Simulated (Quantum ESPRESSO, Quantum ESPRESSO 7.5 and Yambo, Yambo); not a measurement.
## A GW chain in Yambo: AlAs (F-43m)

How does a plane-wave GW calculation on AlAs (F-43m) run from the first input to the gap?

Main program and level: Quantum ESPRESSO 7.5 and Yambo 5.3.0; PBE and many-body steps on it, plane waves.

**Experimental background.**

- Gap 3.018 eV: lowest direct gap at Gamma; earlier measurement quoted from literature, technique not stated; 300 K; bulk crystal (pure AlAs, literature value used as model input) (quoted in “Simultaneous Measurement of Mid-Infrared Refractive Indices in Thin-Film Heterostructures: Methodology and Results for GaAs/AlGaAs”, 2023, arxiv:2301.08293).

Most raw output is cut from this account.

### Step 1. The starting structure

Symmetry: F-43m, No. 216, cubic system. The conventional cell has a = 5.661 Å, b = 5.661 Å, c = 5.661 Å, α = 90.00°, β = 90.00°, γ = 90.00°. Nearest to Al lie 4 As at 2.45 Å. Nearest to As lie 4 Al at 2.45 Å. Farther neighbours are not listed.

The cell and positions come from the Crystallography Open Database and are kept as given unless a step says otherwise.

### Step 2. Ground state

This step: Quantum ESPRESSO 7.5; DFT, PBE, plane waves, norm-conserving pseudopotentials.

The ground-state density comes first.

pw.in reads:

```
&control
  calculation = 'scf'
  prefix = 'x'
  outdir = 'o'
  pseudo_dir = 'pseudo'
/
&system
  ibrav = 0
  nat = 2
  ntyp = 2
  ecutwfc = 100.0
  nbnd = 18
  force_symmorphic = .true.
/
&electrons
  conv_thr = 1e-10
  electron_maxstep = 80
  mixing_beta = 0.5
/
ATOMIC_SPECIES
  Al 26.982 Al.upf
  As 74.922 As.upf
CELL_PARAMETERS angstrom
  0.0000000000 2.8304000000 2.8304000000
  2.8304000000 0.0000000000 2.8304000000
  2.8304000000 2.8304000000 -0.0000000000
ATOMIC_POSITIONS crystal
  Al 0.0000000000 0.0000000000 0.0000000000
  As 0.2500000000 0.2500000000 0.2500000000
K_POINTS automatic
  6 6 6 0 0 0
```

On the command line:

```bash
$ OMP_NUM_THREADS=1 mpirun -n 4 pw.x -nk 4 -in pw.in > pw.out
```

Elapsed: 8.3 s, on 4 MPI ranks of Arm Neoverse V1, shared host; peak memory 0.3 GiB.

Numbers from this step:

```
total energy               : -8370.4302 eV
gap                        : 1.438 eV
k of the valence top       : 0, 0, 0
k of the conduction bottom : 0, -0.5, -0.5
least direct gap           : 2.050 eV
```

The gap is indirect, with the least direct gap 0.61 eV higher.

### Step 3. Bands along the symmetry lines

Levels along a band path, at the cheap level, show where the edges lie and whether the meshes to come will hold them.

pw.in reads:

```
&control
  calculation = 'bands'
  prefix = 'x'
  outdir = 'o'
  pseudo_dir = 'pseudo'
/
&system
  ibrav = 0
  nat = 2
  ntyp = 2
  ecutwfc = 100.0
  nbnd = 19
  force_symmorphic = .true.
/
&electrons
  conv_thr = 1e-9
  electron_maxstep = 80
  diago_full_acc = .true.
  diago_thr_init = 5e-6
/
ATOMIC_SPECIES
  Al 26.982 Al.upf
  As 74.922 As.upf
CELL_PARAMETERS angstrom
  0.0000000000 2.8304000000 2.8304000000
  2.8304000000 0.0000000000 2.8304000000
  2.8304000000 2.8304000000 -0.0000000000
ATOMIC_POSITIONS crystal
  Al 0.0000000000 0.0000000000 0.0000000000
  As 0.2500000000 0.2500000000 0.2500000000
K_POINTS crystal
  50
  0.00000000 0.00000000 0.00000000 1
  -0.06250000 -0.06250000 0.00000000 1
  -0.12500000 -0.12500000 0.00000000 1
  -0.18750000 -0.18750000 0.00000000 1
  -0.25000000 -0.25000000 0.00000000 1
  -0.31250000 -0.31250000 0.00000000 1
  -0.37500000 -0.37500000 0.00000000 1
  -0.43750000 -0.43750000 0.00000000 1
  -0.50000000 -0.50000000 0.00000000 1
  -0.48437500 -0.48437500 0.03125000 1
  -0.46875000 -0.46875000 0.06250000 1
  -0.45312500 -0.45312500 0.09375000 1
  -0.43750000 -0.43750000 0.12500000 1
  -0.42187500 -0.42187500 0.15625000 1
  -0.40625000 -0.40625000 0.18750000 1
  -0.39062500 -0.39062500 0.21875000 1
  -0.37500000 -0.37500000 0.25000000 1
  -0.37500000 0.00000000 0.37500000 1
  -0.32812500 0.00000000 0.32812500 1
  -0.28125000 0.00000000 0.28125000 1
  -0.23437500 0.00000000 0.23437500 1
  -0.18750000 0.00000000 0.18750000 1
  -0.14062500 0.00000000 0.14062500 1
  -0.09375000 0.00000000 0.09375000 1
  -0.04687500 0.00000000 0.04687500 1
  0.00000000 0.00000000 0.00000000 1
  0.00000000 0.00000000 0.06250000 1
  0.00000000 0.00000000 0.12500000 1
  0.00000000 0.00000000 0.18750000 1
  0.00000000 0.00000000 0.25000000 1
  0.00000000 0.00000000 0.31250000 1
  0.00000000 0.00000000 0.37500000 1
  0.00000000 0.00000000 0.43750000 1
  -0.00000000 -0.00000000 0.50000000 1
  -0.06250000 -0.03125000 0.46875000 1
  -0.12500000 -0.06250000 0.43750000 1
  -0.18750000 -0.09375000 0.40625000 1
  -0.25000000 -0.12500000 0.37500000 1
  -0.31250000 -0.15625000 0.34375000 1
  -0.37500000 -0.18750000 0.31250000 1
  -0.43750000 -0.21875000 0.28125000 1
  -0.50000000 -0.25000000 0.25000000 1
  -0.50000000 -0.28125000 0.21875000 1
  -0.50000000 -0.31250000 0.18750000 1
  -0.50000000 -0.34375000 0.15625000 1
  -0.50000000 -0.37500000 0.12500000 1
  -0.50000000 -0.40625000 0.09375000 1
  -0.50000000 -0.43750000 0.06250000 1
  -0.50000000 -0.46875000 0.03125000 1
  -0.50000000 -0.50000000 0.00000000 1
```

Elapsed: 6.9 s, on 4 MPI ranks; peak memory 0.25 GiB; 27 s of CPU time.

This step gave:

* gap: 1.438 eV
* k of the valence top: 0, 0, 0
* k of the conduction bottom: -0.5, -0.5, 0
* least direct gap: 2.050 eV

The gap is 1.438 eV, as in the run before at this level.

The electronic bands at the labelled points (eV, zero at the top of the highest filled band):

| point | band 10 | band 11 | band 12 | band 13 | band 14 | band 15 | band 16 | band 17 |
| --- | --- | --- | --- | --- | --- | --- | --- | --- |
| Γ | -11.87 | 0.00 | 0.00 | 0.00 | 2.05 | 4.29 | 4.29 | 4.29 |
| halfway | -11.09 | -3.21 | -1.34 | -1.34 | 2.59 | 3.78 | 6.84 | 6.84 |
| X | -9.90 | -5.43 | -2.17 | -2.17 | 1.44 | 2.30 | 10.32 | 10.32 |
| halfway | -9.90 | -5.35 | -2.71 | -2.08 | 1.80 | 3.03 | 9.53 | 9.58 |
| U | -9.93 | -5.17 | -3.41 | -1.80 | 2.24 | 4.98 | 8.18 | 8.33 |
| jump to K | -9.93 | -5.17 | -3.41 | -1.80 | 2.24 | 4.98 | 8.18 | 8.33 |
| halfway | -11.03 | -3.68 | -2.00 | -0.46 | 3.71 | 4.97 | 5.18 | 5.93 |
| Γ | -11.87 | 0.00 | 0.00 | 0.00 | 2.05 | 4.29 | 4.29 | 4.29 |
| halfway | -11.29 | -3.38 | -0.48 | -0.48 | 2.62 | 4.92 | 4.92 | 6.46 |
| L | -10.45 | -5.57 | -0.82 | -0.82 | 2.14 | 4.69 | 4.69 | 7.76 |
| halfway | -10.19 | -5.26 | -2.69 | -1.54 | 3.67 | 4.25 | 6.68 | 7.66 |
| W | -9.87 | -5.08 | -3.18 | -2.82 | 4.33 | 5.65 | 5.71 | 6.07 |
| halfway | -9.89 | -5.28 | -2.69 | -2.54 | 2.50 | 3.41 | 8.13 | 8.86 |
| X | -9.90 | -5.43 | -2.17 | -2.17 | 1.44 | 2.30 | 10.32 | 10.32 |

### Step 4. Empty states on the mesh, 4×4×4 mesh, 231 bands

The sums over transitions need many empty states on a uniform mesh; this step solves for them.

pw.in reads:

```
&control
  calculation = 'nscf'
  prefix = 'x'
  outdir = 'o'
  pseudo_dir = 'pseudo'
/
&system
  ibrav = 0
  nat = 2
  ntyp = 2
  ecutwfc = 100.0
  nbnd = 231
  force_symmorphic = .true.
/
&electrons
  conv_thr = 1e-9
  electron_maxstep = 80
  diago_full_acc = .true.
  diago_thr_init = 5e-6
/
ATOMIC_SPECIES
  Al 26.982 Al.upf
  As 74.922 As.upf
CELL_PARAMETERS angstrom
  0.0000000000 2.8304000000 2.8304000000
  2.8304000000 0.0000000000 2.8304000000
  2.8304000000 2.8304000000 -0.0000000000
ATOMIC_POSITIONS crystal
  Al 0.0000000000 0.0000000000 0.0000000000
  As 0.2500000000 0.2500000000 0.2500000000
K_POINTS automatic
  4 4 4 0 0 0
```

Wall time 27 s (4 MPI ranks); peak memory 0.62 GiB.

This step gave:

```
gap                                                           : 1.438 eV
k of the valence top                                          : 0, 0, 0
k of the conduction bottom                                    : 0, -0.5, -0.5
least direct gap                                              : 2.050 eV
k points computed                                             : 8
lowest point of the top converged band, above the valence top : 153.2794 eV
```

On this mesh the gap is 1.438 eV.

### Step 5. Conversion and set-up

This step: Yambo 5.3.0; conversion and set-up on PBE, plane waves, norm-conserving pseudopotentials.

The states are converted to the many-body program's format and the q mesh is built.

On the command line:

```bash
$ (cd o/x.save; p2y > p2y.log; mv SAVE ../..); yambo > setup.log
```

Run time: 3.1 s. Hardware: 1 MPI rank; peak memory 0.25 GiB.

### Step 6. Screening and self-energy, 4×4×4 mesh, 231 bands, screening to 231.3 eV

G0W0 replaces the xc potential by the self-energy, built once from these orbitals. Only a window of levels is corrected, while the sums run over the empty bands that the input names.

This step: G0W0 on PBE, plane waves, norm-conserving pseudopotentials.

gw1.in reads:

```
HF_and_locXC
gw0
dyson
ppa
em1d
rim_cut
RandQpts= 1000000
RandGvec= 1 RL
EXXRLvcs= 100 Ry
VXCRLvcs= 400 Ry
Chimod= "HARTREE"
% BndsRnXp
 1 | 231 |
%
NGsBlkXp= 17 Ry
% LongDrXp
 1 | 1 | 1 |
%
% GbndRnge
 1 | 231 |
%
DysSolver= "n"
ExtendOut
PPAPntXp= 27.21138 eV
% QPkrange
 1 | 1 | 12 | 15 |
 7 | 7 | 12 | 15 |
%
```

On the command line:

```bash
$ OMP_NUM_THREADS=1 mpirun -n 4 yambo -F gw1.in -J gw1 -C gw1 > gw1.log
```

It took 5.4 min on 4 MPI ranks; peak memory 2 GiB.

This step gave:

```
G0W0 gap on the points computed              : 2.048 eV
starting gap on the mesh                     : 1.438 eV
k of the valence top                         : 0, 0, 0
k of the conduction bottom                   : 0, -0.5, -0.5
least direct G0W0 gap on the computed points : 2.845 eV
Z at the valence top                         : 0.7873
Z at the conduction bottom                   : 0.8044
```

The gap on the mesh goes from 1.44 eV to 2.05 eV, a correction of +0.61 eV.

Limits: finite bands, cutoff and mesh; no spin-orbit coupling; coarse k mesh. v1 is the top filled band, c1 the lowest empty one. The levels before and after the correction (eV, zero at the valence-band top of each column):

|  | conduction bottom | valence top |
| --- | --- | --- |
| Kohn-Sham | 1.44 | 0.00 |
| G0W0 | 2.05 | 0.00 |

|  | level | energy (eV) |
| --- | --- | --- |
| Kohn-Sham | Γ v2-v1 | 0.000 |
| Kohn-Sham | Γ c1 | 2.050 |
| Kohn-Sham | Γ c2 | 4.292 |
| Kohn-Sham | (0 -0.5 -0.5) v2-v1 | -2.173 |
| Kohn-Sham | (0 -0.5 -0.5) c1 | 1.438 |
| Kohn-Sham | (0 -0.5 -0.5) c2 | 2.301 |
| G0W0 | Γ v2-v1 | 0.000 |
| G0W0 | Γ c1 | 2.845 |
| G0W0 | Γ c2 | 5.045 |
| G0W0 | (0 -0.5 -0.5) v2-v1 | -2.337 |
| G0W0 | (0 -0.5 -0.5) c1 | 2.047 |
| G0W0 | (0 -0.5 -0.5) c2 | 3.026 |

### Step 7. Where the time went

Times are wall times on the hardware named with each run, good to a factor of about two.

| step | time | share | memory (GiB) |
| --- | --- | --- | --- |
| ground state | 8.3 s | 2 % | 0.3 |
| bands along the symmetry lines | 6.9 s | 2 % | 0.25 |
| empty states on the mesh | 27 s | 7 % | 0.62 |
| conversion and set-up | 3.1 s | 1 % | 0.25 |
| screening and self-energy | 5.4 min | 88 % | 2 |

### Step 8. Outcome

| Property | Result |
| --- | --- |
| PBE gap | 1.44 eV, indirect |
| G0W0 gap on the mesh | 2.05 eV |
| GW settings | 4×4×4 mesh, 231 bands, screening to 231.3 eV, Godby-Needs plasmon pole |
| known limits | not at the basis limit; no spin-orbit coupling; coarse k mesh |

**Reading.** G0W0 moves the gap on the mesh from 1.44 eV to 2.05 eV (+0.61 eV), with Z of 0.79 and 0.80 at the edges. Only 2 of the mesh's irreducible points were corrected, so a valley elsewhere could overtake. The dearest step here is «screening and self-energy». Against experiment, by G0W0@PBE: the direct gap of 2.84 eV lies −0.17 eV from the measured 3.018 eV (direct, 300 K, quoted 2023). An exciton line or allowed optical edge lies below the quasiparticle gap by the binding energy; a forbidden edge can push the onset above it. The calculation has static nuclei and no excitons; a measured gap holds zero-point and thermal motion, which mostly lowers it. Bands and cutoff are finite, so the gap is not at the basis limit. The miss can reach some tenths of an eV and take either sign; the mesh is an error of its own. In the G0W0 run levels were corrected at 2 k points alone, so a gap called «on the mesh» is the least over those, and an edge elsewhere would be missed. The 4×4×4 mesh is coarse for this cell, which bears on the long-range parts of exchange and screening. The many-body steps are scalar-relativistic: spin-orbit coupling is not in them.

[Paths, hosts, dates, memory and timing lines, banners, echoed tables and standing remarks are left out of the program output.]

[Logs are printed without paths, hosts, clocks, repeated set-up lines and the standing remarks that a program may print on its own settings, such as how far it seeks lower states.]

[Runs of the session that timed out or met a known fault of the program may be left out.]

[Hosts, paths, dates, database ids (printed as entryN), source tags and the programs' standing remarks are cut or masked in the printed files.]
